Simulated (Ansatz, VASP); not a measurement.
## One calculation of KF, two programs

```
K F
1.0
     0.00000    2.65480    2.65480
     2.65480    0.00000    2.65480
     2.65480    2.65480    0.00000
K F
1 1
Direct
  0.00000 0.00000 0.00000
  0.25000 0.25000 0.25000
```

Change from the starting cell: volume scaled by 0.75, LAPW.

Alike in both runs: task single point; functional PBEsol; k mesh 13 × 13 × 13; occupations fermi-dirac, width 0.05 eV; no spin polarisation.

|  | VASP | Ansatz |
| --- | --- | --- |
| version | VASP 6.6.1 | Ansatz 0.2.0 |
| potentials or method | VASP PAW PBE potentials, release 64 (K_sv, F), cutoff 520 eV | all-electron LAPW, scalar-relativistic |

```tsv
	VASP	Ansatz	Ansatz less VASP
gap on the k mesh at the Fermi level (eV)	5.95	5.97	+0.015
pressure (GPa)	13.4	12.9	-0.49
```

Ansatz ran all-electron here, so the differences hold the error of VASP's frozen core and of both bases.

Caveats: the PAW data sets were made with another functional, which shifts forces and pressure a little (VASP); an odd mesh through Γ misses points on the zone boundary, where band edges often lie.
